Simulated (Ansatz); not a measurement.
# CuO (P1) in Ansatz: notebook, part 2 of 2

Ansatz 0.2.0. The steps go on from the part before.

**4. Single point, PBE**

The input, input.yaml:

```yaml
crystal:
  lattice:
    - [0.0, 2.11656, 2.11656]
    - [2.11656, 0.0, 2.11656]
    - [2.11656, 2.11656, 0.0]
  atoms:
    - { symbol: Cu, position: [0.02949772, 0.02810087, 0.90802599] }
    - { symbol: O, position: [0.47050228, 0.47189913, 0.59197401] }
hamiltonian:
  xc: pbe
  pseudopotentials: { kind: paw }
kpoints:
  mp_grid: { grid: [11, 11, 11] }
scf:
  occupations: { method: fermi_dirac, width: 0.05 }
basis:
  ecutwfc: "500 eV"
output:
  forces: true
  stress: true
  eigenvalues: true
  write_density: true
  write_potential: true
  elf: true
  volumetric_format: npy
```

Potentials or basis: Ansatz PAW.

The run is started by

```
$ ansatz run input.yaml --threads 2 --pin off --max-ram 5632MiB --backend cpu --events-out ev --progress --plain --runs-dir out
```

Log:

```text
Warning: RAYON_NUM_THREADS=2 ignored (pool sized by the plan → 2); use --threads N
Engine: ansatz 0.2.0, aarch64-unknown-linux-gnu
Pseudopotentials: kind: paw
Pseudopotential: Cu, paw, valence charge 19, recommended cutoff 420 eV (normal), Cu.paw.azcp
Pseudopotential: O, paw, valence charge 6, recommended cutoff 420 eV (normal), O.paw.azcp
Functional definition: PBE
  parameter kappa = 0.804
  parameter beta = 0.06672455060314922
  exchange = pbe_x(kappa = kappa, mu = beta*pi^2/3)
  correlation = pbe_c(beta = beta)
Crystal: 2 atoms, lattice volume = 18.964 Å³
Basis set: ecut = 500 eV, 531 PW (Γ), exchange–correlation on 48×48×48 points (8 copies of the dense FFT grid, shifted against one another)
Bands: 17, of which v1, the nominal top of the filled ones, is band 13 counted from 1 (12 counted from 0)
Symmetry: 1 space group operations
Space group: P1 (ITA 1), of the structure as read, at distance tolerance 2.7e-5 Å
k-points: 666 of 1331 (time reversal used)
Non-local potential: Cu, projectors of the file, l = 0: 3, l = 1: 2, l = 2: 3, l = 3: 1
Non-local potential: O, projectors of the file, l = 0: 2, l = 1: 2, l = 2: 1
PAW form: soft (Blöchl's): semilocal exchange-correlation on the pseudo side does not see the compensation charge
PAW one-centre angular grid: Cu, 590 points (default); XC on 64 Gauss nodes
PAW one-centre angular grid: O, 110 points (default); XC on 64 Gauss nodes
Initial density: superposition of atomic densities (neutral atoms: chi_scale 0, normalization atom), corrected by the library's trained network
Initial wavefunctions: pseudopotential atomic-orbital guess
Functional: x = pbe(κ = 0.804, μ = 0.2195149727645171), c = pbe(β = 0.06672455060314922)
SCF iter   1: F=—  HF=-7190.539872 eV  |F-HF|=—  |Δ(HF+E_count)|=         —  Δρ=9.79e-3  dr2=1.04e-2  ethr=1.77e-3  ⟨swp⟩=5.9  Hψ=50577  notcnv=0
preconditioner: auto → none  [metal: Δε(μ)=0.001 eV  Ē_g=15.004 eV  σ=0.050 eV  W_gap=0.01  n_scr=8 (ndim 8)  ℏωp=35.2 eV  f_vac=0.000  D(μ)=2.45/eV (n_scr^D=26)  sad-step TF]
SCF iter   2: F=—  HF=-7190.538669 eV  |F-HF|=—  |Δ(HF+E_count)|=   1.20e-3  Δρ=5.28e-3  dr2=3.74e-3  ethr=4.14e-5  ⟨swp⟩=1.1  Hψ=16742  notcnv=0
SCF iter   3: F=—  HF=-7190.537981 eV  |F-HF|=—  |Δ(HF+E_count)|=   6.88e-4  Δρ=1.22e-3  dr2=1.88e-4  ethr=1.50e-5  ⟨swp⟩=1.7  Hψ=15437  notcnv=0
SCF iter   4: F=—  HF=-7190.537931 eV  |F-HF|=—  |Δ(HF+E_count)|=   4.99e-5  Δρ=3.92e-4  dr2=1.12e-5  ethr=7.53e-7  ⟨swp⟩=2.3  Hψ=17169  notcnv=0
SCF iter   5: F=—  HF=-7190.537925 eV  |F-HF|=—  |Δ(HF+E_count)|=   6.08e-6  Δρ=6.07e-5  dr2=2.18e-7  ethr=4.47e-8  ⟨swp⟩=2.3  Hψ=17668  notcnv=0
SCF iter   6: F=-7190.537925 eV  HF=-7190.537925 eV  |F-HF|=2.22e-9  |Δ(HF+E_count)|=   1.31e-7  Δρ=1.36e-5  dr2=1.33e-8  ethr=4.00e-10  ⟨swp⟩=8.0  Hψ=73191  notcnv=0
SCF 1 converged in 6 iterations: F = -7190.537925 eV  dr2 = 1.33e-8
SCF converged after 6 iterations
Free energy (F): -7190.537925 eV
Harris-Foulkes:  -7190.537925 eV  (|F-HF|=2.22e-9)
Internal energy: -7190.517222 eV  (E = F + TS)
E sigma→0 (E₀):  -7190.527574 eV
Entropy (-TS):   -0.020703 eV (-10.351 meV/atom)
Fermi energy:    13.157971 eV
--- Per-component energies (eV) ---
  E_band       = -397.013833
  E_kinetic    = 472.267493
  E_local      = -4657.861541  (includes V_loc(G=0)·N_el)
  E_nonlocal   = 442.764073
  E_hartree    = 2021.268321
  E_xc         = -162.077239
  E_vxc        = -208.114011  (∫ρ·V_xc dr)
  E_paw        = -1821.769876  (= ΣΔE_a)
  E_vpaw       = -488.605451  (= ΣTr[D̂ρ^β])
  E_aug_tail   = 0.001174  (compensation charges beyond the density's cutoff)
  E_ewald      = -3485.109627
  E_smearing   = -0.020703  (= −TS)
  E_closure    = 0.000000  (closes the sum)
  Σ components = -7190.537925   (vs F -7190.537925, Δ=0.00e0)
--- Forces (eV/Å), atoms counted from 1 ---
  atom   1  Cu     0.62346782     0.56726929    -0.39803237
  atom   2  O     -0.62345775    -0.56726060     0.39802762
  max |Σ_I F_I| component: 1.01e-5 eV/Å
--- Stress (GPa, compression-positive) ---
       19.937415      -4.305689       3.570382
       -4.305690      19.080401       3.372170
        3.570388       3.372174      16.354048
  P = ⅓ Tr σ = 18.4573 GPa (184.573 kbar)
--- Band table (eV; the first three rows and the last of 666) ---
  k-point 0: bands = ["-99.1068", "-56.5453", "-56.5243", "-56.3872", "-6.6006", "8.5679", "8.6231", "9.2668", "10.6567", "10.6914", "12.6152", "12.9246", "12.9583", "14.6027", "30.0512", "31.2320", "31.3548"]
  k-point 1: bands = ["-99.1067", "-56.5454", "-56.5245", "-56.3884", "-6.5184", "8.4657", "8.5210", "8.9888", "10.6970", "10.7273", "12.2344", "13.0447", "13.0772", "15.3025", "28.4612", "30.9525", "31.0651"]
  k-point 2: bands = ["-99.1064", "-56.5459", "-56.5250", "-56.3916", "-6.2899", "8.1925", "8.2196", "8.2952", "10.8102", "10.8325", "11.8481", "13.3463", "13.3744", "16.5672", "26.2556", "29.9631", "30.0427"]
  k-point 665: bands = ["-99.1055", "-56.5575", "-56.5306", "-56.3910", "-5.3845", "5.6876", "7.9562", "8.8763", "10.9661", "11.0608", "11.6035", "12.7819", "13.3576", "20.0565", "22.1949", "26.6221", "28.9513"]
```

rho_z.tsv:

```text
# z_ang	rho[e/angstrom^3]
# format = ansatz-planar-average/11
# lattice	0.000000000	2.116560000	2.116560000
# lattice	2.116560000	0.000000000	2.116560000
# lattice	2.116560000	2.116560000	0.000000000
# sites	2
# site	29	1.981368667	1.984325184	0.121910872
# site	8	2.251751333	2.248794816	1.994649128
0.000000	2.327731e0
0.124719	1.557287e0
0.249439	9.695739e-1
0.374158	5.977739e-1
0.498878	3.895069e-1
0.623597	2.857902e-1
0.748317	2.498756e-1
0.873036	2.617863e-1
0.997756	3.118157e-1
1.122475	4.000791e-1
1.247195	5.265503e-1
1.371914	6.765450e-1
1.496634	8.217702e-1
1.621353	9.390439e-1
1.746073	1.025971e0
1.870792	1.097981e0
1.995512	1.184518e0
2.120231	1.342140e0
2.244951	1.655819e0
2.369670	2.183820e0
2.494390	2.851022e0
2.619109	3.395357e0
2.743829	3.505593e0
2.868548	3.082143e0
```

It took 18 s on 2 threads of Arm Neoverse V1, shared host; peak memory 0.57 GiB.

What came out:

```yaml
Free_energy: -7190.5379 eV
Pressure: 18.5 GPa
Largest_force: 0.932 eV/Å
Band_gap_on_the_k_mesh: none (metal or under the smearing width)
```

Forces in eV/Å, atoms in the order of the input:
```
Cu   0.623  0.567 -0.398
O   -0.623 -0.567  0.398
```

Stress tensor (GPa, compression positive):
```
19.94 -4.31  3.57
-4.31 19.08  3.37
 3.57  3.37 16.35
```

Caveat: so large a pressure means that the cell lies far from this level's equilibrium, or that cutoff or potentials fall short; an odd number of electrons without spin polarisation forces a metal; a magnetic or distorted state may lie lower; the run has no spin polarisation, though such a crystal can be magnetic; semilocal functionals often make such compounds metallic where correlation or magnetic order opens a gap, which also shifts bond lengths.

**5. Single point, PBE**

input.yaml: that of step 4 with these lines changed.

```diff
@@ -12,7 +12,5 @@
 kpoints:
-  mp_grid: { grid: [11, 11, 11] }
+  mp_grid: { grid: [6, 6, 6] }
 scf:
   occupations: { method: fermi_dirac, width: 0.05 }
-basis:
-  ecutwfc: "500 eV"
 output:
@@ -21,5 +19 @@
   eigenvalues: true
-  write_density: true
-  write_potential: true
-  elf: true
-  volumetric_format: npy
```

The run is started by

```
$ ansatz run input.yaml --threads 2 --pin off --max-ram 5632MiB --backend cpu --events-out ev --progress --plain --runs-dir out
```

Wall time 2 s (2 threads of Arm Neoverse V1, shared host); peak memory 0.32 GiB.

It converged, with:

* Free energy: -7190.5216 eV
* Pressure: 18.6 GPa
* Largest force: 0.885 eV/Å
* Band gap on the k mesh: none (metal or under the smearing width)

Forces in eV/Å, atoms in the order of the input:
```
Cu   0.595  0.540 -0.373
O   -0.595 -0.540  0.373
```

Stress tensor (GPa, compression positive):
```
19.93 -4.25  3.57
-4.25 19.14  3.38
 3.57  3.38 16.59
```

Levels at points of the mesh, in eV from the Fermi level:
```csv
k point,band 9,band 10,band 11,band 12,band 13,band 14,band 15,band 16,band 17
"(0.00, 0.00, 0.00)",-2.52,-2.49,-0.56,-0.25,-0.22,1.42,16.87,18.06,18.18
"(0.00, 0.00, -0.50)",-1.96,-1.94,-1.30,1.03,1.06,6.09,9.00,13.81,13.87
"(0.00, -0.50, 0.00)",-2.15,-2.12,-1.55,-0.38,0.39,6.45,9.15,14.66,15.17
"(0.00, -0.50, -0.50)",-1.97,-1.84,-1.76,-1.35,-1.27,5.25,11.07,11.24,16.41
"(-0.50, 0.00, 0.00)",-2.14,-2.11,-1.56,-0.38,0.41,6.45,9.15,14.66,15.16
"(-0.50, 0.00, -0.50)",-1.95,-1.84,-1.76,-1.35,-1.26,5.26,11.05,11.22,16.42
"(-0.50, -0.50, 0.00)",-1.90,-1.83,-1.74,-1.31,-1.21,5.27,10.98,11.19,16.43
"(-0.50, -0.50, -0.50)",-2.13,-2.10,-1.56,-0.34,0.46,6.44,9.15,14.66,15.08
```

Caveat: the k mesh is coarse (spacing up to 0.43 Å⁻¹), so the values aren't converged; so large a pressure means that the cell lies far from this level's equilibrium, or that cutoff or potentials fall short; the pressure holds a Pulay correction of +0.8 GPa for the finite cutoff; an odd number of electrons without spin polarisation forces a metal; a magnetic or distorted state may lie lower; the run has no spin polarisation, though such a crystal can be magnetic; semilocal functionals often make such compounds metallic where correlation or magnetic order opens a gap, which also shifts bond lengths. With open d or f shells a metallic result of PBE can be an artefact of self-interaction; +U or a hybrid may open a gap.

**6. Overview**

| task | level | cell | k mesh | cutoff (eV) | mesh quality | gap on the mesh (eV) | pressure (GPa) | relaxed volume (Å³/atom) | largest force (eV/Å) |
| --- | --- | --- | --- | --- | --- | --- | --- | --- | --- |
| relaxation of cell and atoms | LDA | relaxed | 11 × 11 × 11 | 420 | not flagged | none | 0.0 | 8.77 | - |
| relaxation of cell and atoms | PBE | relaxed | 11 × 11 × 11 | 420 | not flagged | none | 0.0 | 9.56 | - |
| single point | PBE | as given | 11 × 11 × 11 | 500 | not flagged | none | 18.5 | - | 0.93 |
| single point | PBE | as given | 6 × 6 × 6 | 420 | coarse | none | 18.6 | - | 0.89 |

Alike in all rows: potentials or basis Ansatz PAW; no spin polarisation; smearing fermi-dirac 0.05 eV.

Caveats: some runs use coarse meshes; an odd number of electrons without spin polarisation forces a metal; a magnetic or distorted state may lie lower; the run has no spin polarisation, though such a crystal can be magnetic; semilocal functionals often make such compounds metallic where correlation or magnetic order opens a gap, which also shifts bond lengths; the plane-wave basis is chosen anew once the cell has moved, so the energies of steps on either side of that aren't comparable (some runs); so large a pressure means that the cell lies far from this level's equilibrium, or that cutoff or potentials fall short (some runs); the PAW data sets come from PBE, with cores solved anew for the run's functional, which leaves a small shift of forces and pressure (some runs).

Absolute energies hang on the potentials; compare differences alone.
